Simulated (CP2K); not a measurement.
Crystal: TiSi2.

```
CELL_PARAMETERS angstrom
4.77937 0.00000 0.00000
2.64489 3.98082 0.00000
-3.55269 -2.28777 2.23314
ATOMIC_POSITIONS crystal
Ti 0.00000 0.00000 0.00000
Si 0.67008 0.67008 0.00000
Si 0.32992 0.32992 0.00000
```

The cell comes from a database or a generator and needn't be the stable form of this composition.

Base run:

- Program: CP2K 2026.2
- Functional: TASK
- Potentials or basis: POTENTIAL_UZH Ti GTH-SCAN-q12, Si GTH-SCAN-q4; TZVP-MOLOPT-SCAN-GTH basis
- Density cutoff: 9184 eV
- k mesh: 12 × 12 × 12
- Occupations: fermi-dirac, width 0.05 eV
- Spin: no spin polarisation

Its results: band gap on the k mesh none (metal or under the smearing width); pressure 2.5 GPa; largest force 0.123 eV/Å.

**Question.** The run is repeated on the same cell with these changes: functional from TASK to SCAN; eps_default from 1.0E-10 to 1.0E-9. What comes out?

**Answer.** Band gap on the k mesh none (metal or under the smearing width); pressure -1.1 GPa; largest force 0.042 eV/Å.

Caveats: the basis of atomic orbitals isn't converged, which shifts pressures, moduli and gaps; the potentials were made for another functional, which shifts forces and pressure (some runs).

Not every run made on this cell is shown here.
